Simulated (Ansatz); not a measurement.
## In under changes of volume

One of the cells (26.686 Å³/atom); the others are scaled copies at fixed shape and fractional positions:

```
CELL_PARAMETERS angstrom
-1.88253 1.88253 1.88253
1.88253 -1.88253 1.88253
1.88253 1.88253 -1.88253
ATOMIC_POSITIONS crystal
In 0.00000 0.00000 0.00000
```

This isn't the form of In at room conditions, which is tetragonal.

| Property | Result |
| --- | --- |
| Program | Ansatz 0.2.0 |
| Functional | PBEsol |
| Dispersion | D3(BJ) |
| Potentials or basis | Ansatz PAW |
| Cutoff | 420 eV (not typed: the program's choice for these potentials) |
| k mesh | 10 × 10 × 10 |
| Occupations | cold, width 0.05 eV |
| Spin | no spin polarisation |

```csv
volume (Å³/atom),energy over the lowest point (meV/atom),pressure (GPa)
25.085,0.00,-1.5
25.618,6.54,-2.3
26.152,15.54,-3.0
26.686,26.34,-3.5
27.220,?,?
27.753,52.93,-4.5
28.287,68.81,-5.0
```

What does the run at 27.220 Å³/atom give?

Energy over the lowest point 38.77 meV/atom; pressure -4.0 GPa.

Worked out: A Birch-Murnaghan fit of order 3 (a polynomial in V^(-2/3)) to the other rows has no minimum within the range. It gives 38.84 meV/atom at 27.220 Å³/atom, against the run's 38.77, and -dE/dV = -4.0 GPa, against -4.0.

Energies are extrapolated to zero smearing.

Caveats: pairwise dispersion overbinds metals, which lowers pressure and volume; the PAW data sets come from PBE, with cores solved anew for the run's functional, which leaves a small shift of forces and pressure.
